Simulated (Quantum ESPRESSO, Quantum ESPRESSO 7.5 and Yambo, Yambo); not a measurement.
# A GW chain in Yambo: P (puckered monolayer)

Aim: the G0W0 gap of P (puckered monolayer) on PBE, step by step.

Method: PBE and many-body steps on it, plane waves, in Quantum ESPRESSO 7.5 and Yambo 5.3.0.

**Experimental background.**

- Gap 1.7 eV: optical gap from reflectance; reflectance microscopy; 77 K; monolayer (“High Yield Growth and Doping of Black Phosphorus with Tunable Electronic Properties”, 2020, arxiv:2007.09381).

- Gap 2.2 eV: quasiparticle gap; monolayer (quoted in “Experimental evidence of monolayer arsenene: An exotic two-dimensional semiconducting material”, 2018, arxiv:1812.05978).

- Gap 1 eV: monolayer transport gap from transistor characteristics; field-effect transistor transfer characteristics; monolayer (quoted in “Exceptional and Anisotropic Transport Properties of Photocarriers in Black Phosphorus”, 2015, arxiv:1503.08525).

- Gap 1.991 ± 0.036 eV: optical gap, neutral exciton PL emission energy (mean over flakes); low-temperature micro-photoluminescence; monolayer (exfoliated flakes on Si with 300 nm SiO2) on SiO2/Si (“Excitons in atomically thin black phosphorus”, 2016, arxiv:1601.01110).

- Gap 2.102 ± 0.015 eV: optical gap, neutral exciton PL emission energy (mean over flakes); low-temperature micro-photoluminescence; monolayer (exfoliated flakes on Si with about 2 nm native oxide) on Si (“Excitons in atomically thin black phosphorus”, 2016, arxiv:1601.01110).

This is a selection; 2 further reports are not listed.

### Step 1. Starting point

The cell holds 4 atoms: 4 P. Its edges and angles: a = 4.627 Å, b = 3.304 Å, c = 14.000 Å, α = 90.0°, β = 90.0°, γ = 90.0°. Vacuum lies along c.

The structure was relaxed with PBE. The runs that relaxed it are not among those shown.

### Step 2. Ground state

This step: Quantum ESPRESSO 7.5; DFT, PBE, plane waves, norm-conserving pseudopotentials.

The ground-state density comes first.

The input, pw.in:

```
&control
  calculation = 'scf'
  prefix = 'x'
  outdir = 'o'
  pseudo_dir = 'pseudo'
/
&system
  ibrav = 0
  nat = 4
  ntyp = 1
  ecutwfc = 36.0
  nbnd = 16
  force_symmorphic = .true.
/
&electrons
  conv_thr = 1e-10
  electron_maxstep = 80
  mixing_beta = 0.5
/
ATOMIC_SPECIES
  P 30.974 P.upf
CELL_PARAMETERS angstrom
  4.6271599610 0.0000000000 0.0000000000
  0.0000000000 3.3043513570 0.0000000000
  0.0000000000 0.0000000000 14.0000000000
ATOMIC_POSITIONS crystal
  P 0.0887696193 0.0000000000 0.5752654040
  P 0.4112303807 0.5000000000 0.5752654040
  P 0.5887696193 0.5000000000 0.4247346300
  P 0.9112303807 0.0000000000 0.4247346300
K_POINTS automatic
  8 10 1 0 0 0
```

The run is started by

```bash
> OMP_NUM_THREADS=1 mpirun -n 8 pw.x -nk 8 -in pw.in > pw.out
```

What it wrote:

```text
Program PWSCF v.7.5 starts

     This program is part of the open-source Quantum ESPRESSO suite
     for quantum simulation of materials; please cite
         "P. Giannozzi et al., J. Phys.:Condens. Matter 21 395502 (2009);
         "P. Giannozzi et al., J. Phys.:Condens. Matter 29 465901 (2017);
         "P. Giannozzi et al., J. Chem. Phys. 152 154105 (2020);
     in publications or presentations arising from this work. More details at
     Message from routine setup:
     using ibrav=0 with symmetry is DISCOURAGED, use correct ibrav instead

     G-vector sticks info

     bravais-lattice index     =            0
     lattice parameter (alat)  =       8.7441  a.u.
     unit-cell volume          =    1444.5260 (a.u.)^3
     number of atoms/cell      =            4
     number of atomic types    =            1
     number of electrons       =        20.00
     number of Kohn-Sham states=           16
     kinetic-energy cutoff     =      36.0000  Ry
     charge density cutoff     =     144.0000  Ry
     scf convergence threshold =      1.0E-10
     mixing beta               =       0.5000
     number of iterations used =            8  plain     mixing
     Exchange-correlation= PBE
                           (   1   4   3   4   0   0   0)

     celldm(1)=   8.744065  celldm(2)=   0.000000  celldm(3)=   0.000000
     celldm(4)=   0.000000  celldm(5)=   0.000000  celldm(6)=   0.000000

     crystal axes: (cart. coord. in units of alat)
               a(1) = (   1.000000   0.000000   0.000000 )
               a(2) = (   0.000000   0.714121   0.000000 )
               a(3) = (   0.000000   0.000000   3.025614 )

     reciprocal axes: (cart. coord. in units 2 pi/alat)
               b(1) = (  1.000000  0.000000  0.000000 )
               b(2) = (  0.000000  1.400323  0.000000 )
               b(3) = (  0.000000  0.000000  0.330511 )
     Pseudo is Norm-conserving + core correction, Zval =  5.0
     Generated using ONCVPSP code by D. R. Hamann
     Using radial grid of 1298 points,  6 beta functions with:
     P                 5.00    30.97400     P ( 1.00)

      4 Sym. Ops., with inversion, found

   Cartesian axes

     site n.     atom                  positions (alat units)
         1        P      tau(   1) = (   0.0887696   0.0000000   1.7405311  )
         2        P      tau(   2) = (   0.4112304   0.3570604   1.7405311  )
         3        P      tau(   3) = (   0.5887696   0.3570604   1.2850830  )
         4        P      tau(   4) = (   0.9112304   0.0000000   1.2850830  )

     number of k points=    30
                       cart. coord. in units 2pi/alat
        k(    1) = (   0.0000000   0.0000000   0.0000000), wk =   0.0250000
        k(    2) = (   0.0000000   0.1400323   0.0000000), wk =   0.0500000
        k(    3) = (   0.0000000   0.2800646   0.0000000), wk =   0.0500000
        k(    4) = (   0.0000000   0.4200970   0.0000000), wk =   0.0500000
        k(    5) = (   0.0000000   0.5601293   0.0000000), wk =   0.0500000
        k(    6) = (   0.0000000  -0.7001616   0.0000000), wk =   0.0250000
        k(    7) = (   0.1250000   0.0000000   0.0000000), wk =   0.0500000
        k(    8) = (   0.1250000   0.1400323   0.0000000), wk =   0.1000000
        k(    9) = (   0.1250000   0.2800646   0.0000000), wk =   0.1000000
        k(   10) = (   0.1250000   0.4200970   0.0000000), wk =   0.1000000
     [... 18 further rows ...]
        k(   29) = (  -0.5000000   0.5601293   0.0000000), wk =   0.0500000
        k(   30) = (  -0.5000000  -0.7001616   0.0000000), wk =   0.0250000

     Dense  grid:    42135 G-vectors     FFT dimensions: (  36,  24, 108)

     Initial potential from superposition of free atoms

     starting charge      19.9994, renormalised to      20.0000
     Starting wfcs are   16 randomized atomic wfcs

     per-process dynamical memory:    35.7 Mb

     Self-consistent Calculation

     iteration #  1     ecut=    36.00 Ry     beta= 0.50

     Threshold (ethr) on eigenvalues was too large:
     Diagonalizing with lowered threshold

     total energy              =     -55.39353951 Ry
     estimated scf accuracy    <       0.06360606 Ry

     iteration #  2     ecut=    36.00 Ry     beta= 0.50

     total energy              =     -55.39341003 Ry
     estimated scf accuracy    <       0.01166156 Ry

     iteration #  3     ecut=    36.00 Ry     beta= 0.50

     total energy              =     -55.39401512 Ry
     estimated scf accuracy    <       0.00022958 Ry

     iteration #  4     ecut=    36.00 Ry     beta= 0.50

     total energy              =     -55.39410088 Ry
     estimated scf accuracy    <       0.00002297 Ry

     iteration #  5     ecut=    36.00 Ry     beta= 0.50

     total energy              =     -55.39410487 Ry
     estimated scf accuracy    <       0.00000171 Ry

     iteration #  6     ecut=    36.00 Ry     beta= 0.50

     total energy              =     -55.39410532 Ry
     estimated scf accuracy    <       0.00000011 Ry

     iteration #  7     ecut=    36.00 Ry     beta= 0.50

     total energy              =     -55.39410536 Ry
     estimated scf accuracy    <       0.00000002 Ry

     iteration #  8     ecut=    36.00 Ry     beta= 0.50

     total energy              =     -55.39410537 Ry
     estimated scf accuracy    <          8.5E-10 Ry

     iteration #  9     ecut=    36.00 Ry     beta= 0.50

     total energy              =     -55.39410537 Ry
     estimated scf accuracy    <          1.2E-10 Ry

     iteration # 10     ecut=    36.00 Ry     beta= 0.50

     End of self-consistent calculation

          k = 0.0000 0.0000 0.0000 (  5269 PWs)   bands (ev):

   -15.6602 -13.2036  -9.9048  -6.3707  -5.4491  -5.2021  -4.0400  -2.4635
    -2.3761  -0.7382   0.1694   0.9047   1.9161   2.5506   3.7418   3.7988

          k = 0.0000 0.1400 0.0000 (  5272 PWs)   bands (ev):

   -15.5418 -13.0798  -9.9528  -6.2815  -5.5568  -5.0979  -4.6857  -3.1109
    -2.3315  -0.7626   0.2799   1.8741   1.9288   2.8067   3.8741   3.9060

          k = 0.0000 0.2801 0.0000 (  5258 PWs)   bands (ev):

   -15.1890 -12.7095 -10.1976  -6.2147  -6.0304  -5.6813  -4.7943  -3.7875
    -2.2775  -0.9587   0.6014   0.8984   3.2587   3.3621   3.8844   4.2675

          k = 0.0000 0.4201 0.0000 (  5264 PWs)   bands (ev):

     [... further k-points ...]

     highest occupied, lowest unoccupied level (ev):    -0.7382    0.1694

!    total energy              =     -55.39410537 Ry
     estimated scf accuracy    <          6.3E-11 Ry

     The total energy is the sum of the following terms:
     one-electron contribution =    -191.91508242 Ry
     hartree contribution      =      99.77041264 Ry
     xc contribution           =     -16.31287725 Ry
     ewald contribution        =      53.06344167 Ry

     convergence has been achieved in  10 iterations

     XML data file, charge density, pseudopotentials, collected wavefunctions

=------------------------------------------------------------------------------=
   JOB DONE.
=------------------------------------------------------------------------------=
```

It took 7.8 s on 8 MPI ranks of Arm Neoverse V1, shared host; peak memory 0.62 GiB; 62 s of CPU time.

This step gave:

```yaml
total_energy: -753.6752 eV
gap: 0.9076 eV
k_of_the_valence_top: 0, 0, 0
k_of_the_conduction_bottom: 0, 0, 0
least_direct_gap: 0.9076 eV
```

The gap is direct, at Γ.

### Step 3. Bands along the symmetry lines

Levels along a band path, at the cheap level, show where the edges lie and whether the meshes to come will hold them.

The input, pw.in:

```
&control
  calculation = 'bands'
  prefix = 'x'
  outdir = 'o'
  pseudo_dir = 'pseudo'
/
&system
  ibrav = 0
  nat = 4
  ntyp = 1
  ecutwfc = 36.0
  nbnd = 16
  force_symmorphic = .true.
/
&electrons
  conv_thr = 1e-9
  electron_maxstep = 80
  diago_full_acc = .true.
  diago_thr_init = 5e-6
/
ATOMIC_SPECIES
  P 30.974 P.upf
CELL_PARAMETERS angstrom
  4.6271599610 0.0000000000 0.0000000000
  0.0000000000 3.3043513570 0.0000000000
  0.0000000000 0.0000000000 14.0000000000
ATOMIC_POSITIONS crystal
  P 0.0887696193 0.0000000000 0.5752654040
  P 0.4112303807 0.5000000000 0.5752654040
  P 0.5887696193 0.5000000000 0.4247346300
  P 0.9112303807 0.0000000000 0.4247346300
K_POINTS crystal
  33
  0.00000000 0.00000000 0.00000000 1
  0.06250000 0.00000000 0.00000000 1
  0.12500000 0.00000000 0.00000000 1
  0.18750000 0.00000000 0.00000000 1
  0.25000000 0.00000000 0.00000000 1
  0.31250000 0.00000000 0.00000000 1
  0.37500000 0.00000000 0.00000000 1
  0.43750000 0.00000000 0.00000000 1
  0.50000000 0.00000000 0.00000000 1
  0.50000000 0.06250000 0.00000000 1
  0.50000000 0.12500000 0.00000000 1
  0.50000000 0.18750000 0.00000000 1
  0.50000000 0.25000000 0.00000000 1
  0.50000000 0.31250000 0.00000000 1
  0.50000000 0.37500000 0.00000000 1
  0.50000000 0.43750000 0.00000000 1
  0.50000000 0.50000000 0.00000000 1
  0.43750000 0.50000000 0.00000000 1
  0.37500000 0.50000000 0.00000000 1
  0.31250000 0.50000000 0.00000000 1
  0.25000000 0.50000000 0.00000000 1
  0.18750000 0.50000000 0.00000000 1
  0.12500000 0.50000000 0.00000000 1
  0.06250000 0.50000000 0.00000000 1
  0.00000000 0.50000000 0.00000000 1
  0.00000000 0.43750000 0.00000000 1
  0.00000000 0.37500000 0.00000000 1
  0.00000000 0.31250000 0.00000000 1
  0.00000000 0.25000000 0.00000000 1
  0.00000000 0.18750000 0.00000000 1
  0.00000000 0.12500000 0.00000000 1
  0.00000000 0.06250000 0.00000000 1
  0.00000000 0.00000000 0.00000000 1
```

What it wrote:

```text
[banner, memory and clock lines left out]
Program PWSCF v.7.5 starts

     Atomic positions and unit cell read from directory:
     o/x.save/

     Message from routine setup:
     using ibrav=0 with symmetry is DISCOURAGED, use correct ibrav instead

     G-vector sticks info

     bravais-lattice index     =            0
     lattice parameter (alat)  =       8.7441  a.u.
     unit-cell volume          =    1444.5260 (a.u.)^3
     number of atoms/cell      =            4
     number of atomic types    =            1
     number of electrons       =        20.00
     number of Kohn-Sham states=           16
     kinetic-energy cutoff     =      36.0000  Ry
     charge density cutoff     =     144.0000  Ry
     Exchange-correlation= PBE
                           (   1   4   3   4   0   0   0)

     celldm(1)=   8.744065  celldm(2)=   0.000000  celldm(3)=   0.000000
     celldm(4)=   0.000000  celldm(5)=   0.000000  celldm(6)=   0.000000

     crystal axes: (cart. coord. in units of alat)
               a(1) = (   1.000000   0.000000   0.000000 )
               a(2) = (   0.000000   0.714121   0.000000 )
               a(3) = (   0.000000   0.000000   3.025614 )

     reciprocal axes: (cart. coord. in units 2 pi/alat)
               b(1) = (  1.000000  0.000000  0.000000 )
               b(2) = (  0.000000  1.400323  0.000000 )
               b(3) = (  0.000000  0.000000  0.330511 )
     Pseudo is Norm-conserving + core correction, Zval =  5.0
     Generated using ONCVPSP code by D. R. Hamann
     Using radial grid of 1298 points,  6 beta functions with:
     P                 5.00    30.97400     P ( 1.00)

      4 Sym. Ops., with inversion, found

   Cartesian axes

     site n.     atom                  positions (alat units)
         1        P      tau(   1) = (   0.0887696   0.0000000   1.7405311  )
         2        P      tau(   2) = (   0.4112304   0.3570604   1.7405311  )
         3        P      tau(   3) = (   0.5887696   0.3570604   1.2850830  )
         4        P      tau(   4) = (   0.9112304   0.0000000   1.2850830  )

     number of k points=    33
                       cart. coord. in units 2pi/alat
        k(    1) = (   0.0000000   0.0000000   0.0000000), wk =   0.0606061
        k(    2) = (   0.0625000   0.0000000   0.0000000), wk =   0.0606061
        k(    3) = (   0.1250000   0.0000000   0.0000000), wk =   0.0606061
[...]
[... 21 further rows ...]
        k(   32) = (   0.0000000   0.0875202   0.0000000), wk =   0.0606061
        k(   33) = (   0.0000000   0.0000000   0.0000000), wk =   0.0606061

     Dense  grid:    42135 G-vectors     FFT dimensions: (  36,  24, 108)

     The potential is recalculated from file :
     o/x.save/charge-density

     Starting wfcs are   16 randomized atomic wfcs

     Band Structure Calculation

     End of band structure calculation

          k = 0.0000 0.0000 0.0000 (  5269 PWs)   bands (ev):

   -15.6601 -13.2036  -9.9047  -6.3707  -5.4491  -5.2020  -4.0400  -2.4635
    -2.3760  -0.7381   0.1695   0.9047   1.9161   2.5507   3.7418   3.7988

          k = 0.0625 0.0000 0.0000 (  5257 PWs)   bands (ev):

   -15.6414 -13.2302  -9.9112  -6.5143  -5.3576  -5.1214  -4.0255  -2.4769
[...]
k = 0.1250 0.0000 0.0000 (  5241 PWs)   bands (ev):

[...]
k = 0.0000 0.0875 0.0000 (  5252 PWs)   bands (ev):

[...]
k = 0.0000 0.0000 0.0000 (  5269 PWs)   bands (ev):

   -15.6601 -13.2036  -9.9047  -6.3707  -5.4491  -5.2020  -4.0400  -2.4635
    -2.3760  -0.7381   0.1695   0.9047   1.9161   2.5507   3.7418   3.7988

     XML data file, pseudopotentials, collected wavefunctions
```

It took 3.7 s on 8 MPI ranks; peak memory 0.5 GiB.

This step gave:

| Item | Value |
| --- | --- |
| gap | 0.9076 eV |
| k of the valence top | 0, 0, 0 |
| k of the conduction bottom | 0, 0, 0 |
| least direct gap | 0.9076 eV |

The gap is 0.908 eV, as in the run before at this level.

Electronic bands along the path, in eV, zero at the top of the highest filled band:

| point | band 7 | band 8 | band 9 | band 10 | band 11 | band 12 | band 13 | band 14 |
| --- | --- | --- | --- | --- | --- | --- | --- | --- |
| Γ | -3.30 | -1.73 | -1.64 | 0.00 | 0.91 | 1.64 | 2.65 | 3.29 |
| halfway | -3.08 | -1.94 | -1.37 | -0.72 | 1.85 | 2.10 | 2.16 | 3.21 |
| X | -2.51 | -2.51 | -1.26 | -1.26 | 2.08 | 2.08 | 3.63 | 3.63 |
| halfway | -2.74 | -2.74 | -1.46 | -1.46 | 2.71 | 2.71 | 3.64 | 3.64 |
| S | -4.55 | -4.55 | -1.10 | -1.10 | 2.39 | 2.39 | 3.80 | 3.80 |
| halfway | -3.64 | -3.64 | -1.29 | -1.29 | 1.66 | 1.66 | 3.08 | 3.08 |
| Y | -2.69 | -2.69 | -1.93 | -1.93 | 1.23 | 1.23 | 2.17 | 2.17 |
| halfway | -3.84 | -3.09 | -1.59 | -0.41 | 1.28 | 1.56 | 3.36 | 3.50 |
| Γ | -3.30 | -1.73 | -1.64 | 0.00 | 0.91 | 1.64 | 2.65 | 3.29 |

### Step 4. Empty states on the mesh, 6×8×1 mesh, 425 bands

The sums over transitions need many empty states on a uniform mesh; this step solves for them.

The input, pw.in:

```
&control
  calculation = 'nscf'
  prefix = 'x'
  outdir = 'o'
  pseudo_dir = 'pseudo'
/
&system
  ibrav = 0
  nat = 4
  ntyp = 1
  ecutwfc = 36.0
  nbnd = 425
  force_symmorphic = .true.
/
&electrons
  conv_thr = 1e-9
  electron_maxstep = 80
  diago_full_acc = .true.
  diago_thr_init = 5e-6
/
ATOMIC_SPECIES
  P 30.974 P.upf
CELL_PARAMETERS angstrom
  4.6271599610 0.0000000000 0.0000000000
  0.0000000000 3.3043513570 0.0000000000
  0.0000000000 0.0000000000 14.0000000000
ATOMIC_POSITIONS crystal
  P 0.0887696193 0.0000000000 0.5752654040
  P 0.4112303807 0.5000000000 0.5752654040
  P 0.5887696193 0.5000000000 0.4247346300
  P 0.9112303807 0.0000000000 0.4247346300
K_POINTS automatic
  6 8 1 0 0 0
```

The run is started by

```bash
> OMP_NUM_THREADS=1 mpirun -n 8 pw.x -nk 4 -in pw.in > pw.out
```

What it wrote:

```text
[banner, memory and clock lines left out]
Program PWSCF v.7.5 starts

     Atomic positions and unit cell read from directory:
     o/x.save/

     Message from routine setup:
     using ibrav=0 with symmetry is DISCOURAGED, use correct ibrav instead

     bravais-lattice index     =            0
     lattice parameter (alat)  =       8.7441  a.u.
     unit-cell volume          =    1444.5260 (a.u.)^3
     number of atoms/cell      =            4
     number of atomic types    =            1
     number of electrons       =        20.00
     number of Kohn-Sham states=          425
     kinetic-energy cutoff     =      36.0000  Ry
     charge density cutoff     =     144.0000  Ry
     Exchange-correlation= PBE
                           (   1   4   3   4   0   0   0)

     celldm(1)=   8.744065  celldm(2)=   0.000000  celldm(3)=   0.000000
     celldm(4)=   0.000000  celldm(5)=   0.000000  celldm(6)=   0.000000

     crystal axes: (cart. coord. in units of alat)
               a(1) = (   1.000000   0.000000   0.000000 )
               a(2) = (   0.000000   0.714121   0.000000 )
               a(3) = (   0.000000   0.000000   3.025614 )

     reciprocal axes: (cart. coord. in units 2 pi/alat)
               b(1) = (  1.000000  0.000000  0.000000 )
               b(2) = (  0.000000  1.400323  0.000000 )
               b(3) = (  0.000000  0.000000  0.330511 )
     Pseudo is Norm-conserving + core correction, Zval =  5.0
     Generated using ONCVPSP code by D. R. Hamann
     Using radial grid of 1298 points,  6 beta functions with:
     P                 5.00    30.97400     P ( 1.00)

      4 Sym. Ops., with inversion, found

   Cartesian axes

     site n.     atom                  positions (alat units)
         1        P      tau(   1) = (   0.0887696   0.0000000   1.7405311  )
         2        P      tau(   2) = (   0.4112304   0.3570604   1.7405311  )
         3        P      tau(   3) = (   0.5887696   0.3570604   1.2850830  )
         4        P      tau(   4) = (   0.9112304   0.0000000   1.2850830  )

     number of k points=    20
                       cart. coord. in units 2pi/alat
        k(    1) = (   0.0000000   0.0000000   0.0000000), wk =   0.0416667
        k(    2) = (   0.0000000   0.1750404   0.0000000), wk =   0.0833333
        k(    3) = (   0.0000000   0.3500808   0.0000000), wk =   0.0833333
[...]
[... 8 further rows ...]
        k(   19) = (  -0.5000000   0.5251212   0.0000000), wk =   0.0833333
        k(   20) = (  -0.5000000  -0.7001616   0.0000000), wk =   0.0416667

     Dense  grid:    42135 G-vectors     FFT dimensions: (  36,  24, 108)

     The potential is recalculated from file :
     o/x.save/charge-density

     Starting wfcs are   16 randomized atomic wfcs +  409 random wfcs

     Band Structure Calculation

     End of band structure calculation

          k = 0.0000 0.0000 0.0000 (  5269 PWs)   bands (ev):

   -15.6601 -13.2036  -9.9047  -6.3707  -5.4491  -5.2020  -4.0400  -2.4635
    -2.3760  -0.7381   0.1695   0.9047   1.9161   2.5507   3.7418   3.7988
     5.2578   5.6338   5.7822   6.2375   6.3131   7.1976   7.3708   8.5129
[...]
[... 42 further rows ...]
[...]
87.0392

          k = 0.0000 0.1750 0.0000 (  5272 PWs)   bands (ev):

[...]
[... 42 further rows ...]
[...]
86.5033

          k = 0.0000 0.3501 0.0000 (  5250 PWs)   bands (ev):

[...]
23.6352  23.8821  24.0203  24.1091  24.8635  24.9291  25.2592  25.3930
     [... 42 further rows ...]
    85.8226  85.8694  86.2272  86.4670  86.4826  86.6822  86.8770  86.9707
    87.0437

          k = 0.0000 0.5251 0.0000 (  5304 PWs)   bands (ev):

     [... further k-points ...]

     highest occupied, lowest unoccupied level (ev):    -0.7381    0.1695

     XML data file, pseudopotentials, collected wavefunctions
```

The job ended after 2.1 min (8 MPI ranks; peak memory 1.3 GiB; 16 min of CPU time).

Numbers from this step:

| Item | Value |
| --- | --- |
| gap | 0.9076 eV |
| k of the valence top | 0, 0, 0 |
| k of the conduction bottom | 0, 0, 0 |
| least direct gap | 0.9076 eV |
| k points computed | 20 |
| lowest point of the top converged band, above the valence top | 87.2414 eV |

On this mesh the gap is 0.908 eV.

(Part 1 of 2 ends here.)

[Paths, hosts, dates, memory and timing lines, banners, echoed tables and standing remarks are left out of the program output.]

[Logs are printed without paths, hosts, clocks, repeated set-up lines and the standing remarks that a program may print on its own settings, such as how far it seeks lower states.]

[Runs of the session that timed out or met a known fault of the program may be left out.]

[Hosts, paths, dates, database ids (printed as entryN), source tags and the programs' standing remarks are cut or masked in the printed files.]
